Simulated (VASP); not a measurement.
Input of a VASP 6.6.1 run:

INCAR

```
SYSTEM = PtSe
  PREC = Accurate
  ENCUT = 520
  EDIFF = 1E-6
  ISMEAR = 0
  SIGMA = 0.05
  LREAL = .False.
  LASPH = .True.
  NELM = 100
  ALGO = Fast
  ISIF = 2
  LWAVE = .False.
  LCHARG = .False.
  ISPIN = 2
  MAGMOM = 0.5 0
  LORBIT = 11
  LMAXMIX = 4
  LDAU = .True.
  LDAUTYPE = 2
  LDAUL = 2 -1
  LDAUU = 2 0
  LDAUJ = 0 0
  LDAUPRINT = 1
  GGA = PE
  NBANDS = 19
```

KPOINTS

```
Automatic mesh
0
Gamma
  5 5 5
  0 0 0
```

POSCAR

```
PtSe
1.0
    0.0000000000      3.0374472300      3.0374472300
    3.0374472300      0.0000000000      3.0374472300
    3.0374472300      3.0374472300      0.0000000000
Pt Se
1 1
Direct
    0.0000000000      0.0000000000      0.0000000000
    0.2500000000      0.2500000000      0.2500000000
```

Potentials or basis: VASP PAW PBE potentials, release 64 (Pt, Se).

Command:

```console
$ cat potpaw_PBE.64/Pt/POTCAR potpaw_PBE.64/Se/POTCAR > POTCAR
$ mpirun -np 1 vasp_std > vasp.out
```

(1) Estimate the band gap on the k mesh.

(2) Predict the pressure.

(3) What does it give for the net moment?

Results:

(1) none (metal or under the smearing width).

(2) -11.3 GPa.

(3) -0.01 μB per cell.
